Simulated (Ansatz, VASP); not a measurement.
Given: the input of a run of VASP 6.6.1 on Ba.

Contents of INCAR:

```
ALGO = Normal ; EDIFF = 1E-7
ENCUT = 520 ; GGA = PE
ISIF = 2 ; ISMEAR = -1
LASPH = T ; LCHARG = F
LREAL = F ; LWAVE = F
NBANDS = 11 ; NELM = 100
PREC = Accurate ; SIGMA = 0.05
```

File KPOINTS:

```
k-points
0
Gamma
  8 8 8
```

File POSCAR:

```
Ba
1.0
   -2.5556595394      2.5556595394      2.5556595394
    2.5556595394     -2.5556595394      2.5556595394
    2.5556595394      2.5556595394     -2.5556595394
Ba
1
Direct
    0.0000000000      0.0000000000      0.0000000000
```

Potentials or basis: VASP PAW PBE potentials, release 64 (Ba_sv).

Run with:

```bash
$ cat potpaw_PBE.64/Ba_sv/POTCAR > POTCAR
$ mpirun -np 1 vasp_std > vasp.out
```

Translate it to Ansatz 0.2.0. Potentials there: Ansatz PAW.

As run (the cutoff follows the program's own potentials):

input.yaml

```yaml
crystal:
  lattice:
    - [-2.5556595394, 2.5556595394, 2.5556595394]
    - [2.5556595394, -2.5556595394, 2.5556595394]
    - [2.5556595394, 2.5556595394, -2.5556595394]
  atoms:
    - { symbol: Ba, position: [0.0, 0.0, 0.0] }
hamiltonian:
  xc: pbe
  pseudopotentials: { kind: paw }
kpoints:
  mp_grid: { grid: [8, 8, 8] }
scf:
  occupations: { method: fermi_dirac, width: 0.05 }
output:
  forces: true
  stress: true
  eigenvalues: true
```

Potentials or basis: Ansatz PAW.

Launch:

```sh
$ ansatz run input.yaml --threads 1 --pin off --max-ram 3584MiB --backend cpu --events-out ev --progress --plain --runs-dir out
```

Both were run:

|  | VASP | Ansatz | Ansatz less VASP |
| --- | --- | --- | --- |
| gap on the k mesh at the Fermi level (eV) | none | none | - |
| pressure (GPa) | -0.4 | -0.5 | -0.03 |

A gap of «none» marks a metal or a gap that the smearing closes. The functional is the same, so the differences come from potentials, cutoffs and numerics.

Spin-orbit coupling is left out, which matters for the levels of Ba.
